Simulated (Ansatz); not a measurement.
An input for the plane-wave PAW code Ansatz:

```yaml
crystal:
  lattice:
    - [2.9203003366, 0.0, 0.0]
    - [-1.4601501683, 2.5290542782, 5.5070216066]
    - [0.0, 0.0, 11.0140432132]
  atoms:
    - { symbol: Mn, position: [1.0, 1.0, 1.0], spin: 3.0 }
    - { symbol: O, position: [0.3333333333, 0.6666666667, 0.7530995649] }
    - { symbol: O, position: [0.6666666667, 0.3333333333, 0.2469004351] }
    - { symbol: Mn, position: [1.0, 1.0, 0.5], spin: -3.0 }
    - { symbol: O, position: [0.3333333333, 0.6666666667, 0.2530995649] }
    - { symbol: O, position: [0.6666666667, 0.3333333333, 0.7469004351] }
basis:
  ecutwfc: 420
  ecutrho_ratio: 4
kpoints:
  mp_grid: { grid: [5, 5, 5] }
hamiltonian:
  xc: pbe
  hubbard: { sites: [{ species: Mn, l: d, u_eff: 3.9 }] }
scf:
  occupations: { method: gaussian, width: 0.05 }
output:
  forces: true
  stress: true
  eigenvalues: true
  populations: true
  hubbard: { sites: [{ species: Mn, l: d }] }
magnetization:
  spin_polarized: true
```

Launched as:
```sh
ansatz run input.yaml --threads 2 --pin off --max-ram 2662MiB --backend cpu --events-out ev --progress --plain --runs-dir out
```

This is a trial structure; measured cells of the compound in the Crystallography Open Database are in space groups Pnma, I4/m, P42/mnm.

Question: Predict the main results.

Answer: Pressure -0.9 GPa, gap on the mesh 2.13 eV, site spin moments Mn 2.77, -2.77 μB, largest force component 0.039 eV/Å (PBE+U, scalar-relativistic).

What the program printed, in part:

```
Mn: projections on atomic orbitals take those of the free atom [Ne] 3s2 3p6 3d5 4s2, of charge +0.00 (hamiltonian.pseudopotentials.projection_atoms); the dataset's partial waves leave at most 9.0e-7 of an orbital's norm unspanned inside its sphere
O: projections on atomic orbitals take those of the free atom [He] 2s2 2p4, of charge +0.00 (hamiltonian.pseudopotentials.projection_atoms); the dataset's partial waves leave at most 1.9e-8 of an orbital's norm unspanned inside its sphere
Pseudopotentials: kind: paw
Pseudopotential: Mn, paw, valence charge 15, recommended cutoff 420 eV (normal), Mn.paw.azcp
Pseudopotential: O, paw, valence charge 6, recommended cutoff 420 eV (normal), O.paw.azcp
Crystal: 6 atoms, lattice volume = 81.345 Å³
Basis set: ecut = 420 eV, 1579 PW (Γ), FFT grids on a1, a2, −a1−2a2+a3, exchange–correlation on 40×90×72 points (8 copies of the dense FFT grid, shifted against one another)
Bands: 36, of which v1, the nominal top of the filled ones, is band 27 counted from 1 (26 counted from 0)
Symmetry: 4 space group operations
Space group: C2/m (ITA 12), of the structure as read, at distance tolerance 4.3e-5 Å
Magnetic group: BNS 12.63 (UNI 70), of the structure as read, at distance tolerance 4.3e-5 Å
k-points: 39 of 125
Initial density: superposition of atomic densities (chi_scale 0.1, normalization cell, long waves kept (reshape's long-wave potential 0.26 eV rms))
Starting moments: Σ|m| = 6 μB on 2 of 6 sites
Starting magnetic order: antiferromagnet; a translation exchanges its spin sublattices: spin-degenerate at every k-point
Initial wavefunctions: pseudopotential atomic-orbital guess
Functional: x = pbe(κ = 0.804, μ = 0.21951), c = pbe(β = 0.06672)
```

```
SCF iter   1: F=—  HF=-10065.325460 eV  |F-HF|=—  |Δ(HF+E_count)|=         —  Δρ=1.34e-1 (↑1.34e-1 ↓1.34e-1)  dr2=6.21e1  dr2_m=3.39e-1  M=0.000 μB ∫|m|=6.120 μB
SCF iter   2: F=—  HF=-10062.208883 eV  |F-HF|=—  |Δ(HF+E_count)|=    3.12e0  Δρ=6.86e-2 (↑6.86e-2 ↓6.86e-2)  dr2=8.10e0  dr2_m=9.45e-1  M=0.000 μB ∫|m|=7.036 μB
SCF iter   3: F=—  HF=-10061.642504 eV  |F-HF|=—  |Δ(HF+E_count)|=   5.66e-1  Δρ=2.75e-2 (↑2.75e-2 ↓2.75e-2)  dr2=1.92e0  dr2_m=2.49e-2  M=0.000 μB ∫|m|=7.239 μB
SCF iter   4: F=—  HF=-10062.221833 eV  |F-HF|=—  |Δ(HF+E_count)|=   5.79e-1  Δρ=3.18e-2 (↑3.18e-2 ↓3.18e-2)  dr2=3.00e0  dr2_m=3.35e-2  M=0.000 μB ∫|m|=7.325 μB
SCF iter   5: F=—  HF=-10062.039645 eV  |F-HF|=—  |Δ(HF+E_count)|=   1.82e-1  Δρ=1.17e-2 (↑1.17e-2 ↓1.17e-2)  dr2=3.69e-1  dr2_m=7.96e-3  M=0.000 μB ∫|m|=7.210 μB
SCF iter   6: F=—  HF=-10062.168794 eV  |F-HF|=—  |Δ(HF+E_count)|=   1.29e-1  Δρ=7.19e-3 (↑7.19e-3 ↓7.19e-3)  dr2=1.65e-1  dr2_m=1.85e-4  M=0.000 μB ∫|m|=7.188 μB
Mixer restart at iter 6: flushing history
spin-set hold released at iteration 6 (site moments contracting): the magnetisation degrees of freedom join the quasi-Newton model from the next iteration; the mixer history was flushed
SCF iter   7: F=—  HF=-10062.225161 eV  |F-HF|=—  |Δ(HF+E_count)|=   5.64e-2  Δρ=2.22e-3 (↑2.22e-3 ↓2.22e-3)  dr2=1.10e-2  dr2_m=5.87e-4  M=0.000 μB ∫|m|=7.183 μB
SCF iter   8: F=—  HF=-10062.275348 eV  |F-HF|=—  |Δ(HF+E_count)|=   5.02e-2  Δρ=1.98e-3 (↑1.98e-3 ↓1.98e-3)  dr2=1.32e-2  dr2_m=4.67e-4  M=0.000 μB ∫|m|=7.144 μB
...
SCF iter  11: F=—  HF=-10062.313807 eV  |F-HF|=—  |Δ(HF+E_count)|=   1.08e-4  Δρ=2.69e-4 (↑2.69e-4 ↓2.69e-4)  dr2=1.37e-4  dr2_m=1.02e-5  M=0.000 μB ∫|m|=6.984 μB
SCF iter  12: F=—  HF=-10062.313798 eV  |F-HF|=—  |Δ(HF+E_count)|=   8.58e-6  Δρ=5.38e-5 (↑5.38e-5 ↓5.38e-5)  dr2=5.75e-6  dr2_m=3.20e-7  M=0.000 μB ∫|m|=6.984 μB
SCF iter  13: F=—  HF=-10062.313798 eV  |F-HF|=—  |Δ(HF+E_count)|=   2.14e-8  Δρ=2.15e-5 (↑2.15e-5 ↓2.15e-5)  dr2=1.24e-6  dr2_m=3.17e-8  M=0.000 μB ∫|m|=6.984 μB
SCF iter  14: F=-10062.313798 eV  HF=-10062.313798 eV  |F-HF|=2.17e-8  |Δ(HF+E_count)|=   1.18e-7  Δρ=3.70e-6 (↑3.70e-6 ↓3.70e-6)  dr2=2.80e-8  dr2_m=5.05e-9  M=0.000 μB ∫|m|=6.984 μB
```

```
SCF 1 converged in 14 iterations: F = -10062.313798 eV  dr2 = 2.80e-8
SCF converged after 14 iterations
Magnetization: 0.0000 μB (27.0000 up, 27.0000 down)
Absolute magnetization: 7.0159 μB (∫|ρ↑−ρ↓|, with the PAW one-centre terms)
Per-site moments (μB) at R_I (Å): [(2.76834, 0.79869), (0.03959, 0.79869), (0.03959, 0.79869), (-2.76834, 0.79869), (-0.03959, 0.79869), (-0.03959, 0.79869)]
Free energy (F): -10062.313798 eV
E sigma→0 (E₀):  -10062.313798 eV
Fermi energy:    5.082316 eV
--- Forces (eV/Å), atoms counted from 1 ---
  atom   1  Mn     0.00000000     0.00000000     0.00000000
  atom   2  O      0.00000000     0.03913385    -0.01366397
  atom   3  O      0.00000000    -0.03913385     0.01366397
  atom   4  Mn     0.00000000     0.00000000     0.00000000
  atom   5  O      0.00000000     0.03913385    -0.01366397
  atom   6  O      0.00000000    -0.03913385     0.01366397
--- Stress (GPa, compression-positive) ---
       -1.333314       0.000000       0.000000
        0.000000      -1.121017       0.294852
        0.000000       0.294848      -0.118851
  P = ⅓ Tr σ = -0.8577 GPa (-8.577 kbar)
--- Löwdin populations: 6 sites ---
  site symbol       q [e]    m [muB]
     0     Mn     13.5345     3.1441
     1      O      6.6717     0.0425
     2      O      6.6717     0.0425
     3     Mn     13.5345    -3.1441
     4      O      6.6717    -0.0425
     5      O      6.6717    -0.0425
--- Occupation matrices: 2 shells (run DFT+U table (all-electron-ortho-atomic); ε = 4.62e-3) ---
  Mn0 d_3D up     Tr n = 4.0766  λ = 0.536 0.559 0.991 0.995 0.995
  Mn0 d_3D dn     Tr n = 0.9297  λ = 0.093 0.095 0.099 0.315 0.328
  Mn3 d_3D up     Tr n = 0.9297  λ = 0.093 0.095 0.099 0.315 0.328
  Mn3 d_3D dn     Tr n = 4.0766  λ = 0.536 0.559 0.991 0.995 0.995
```

Run time: 8.5 s on 2 threads of Arm Neoverse V2 (shared host), peak memory 0.54 GiB.

With a Hubbard U or exact exchange the result depends on the state in which the open shell ends, and a lower one can't be excluded. The program warned that another magnetic order may lie lower. Site moments are of spin, integrated over atomic spheres. The structure is built of weakly bound layers, and this functional has no dispersion term, so their spacing and all that hangs on it (volume, the soft elastic constants, low modes, dielectric constants) are poorly given.
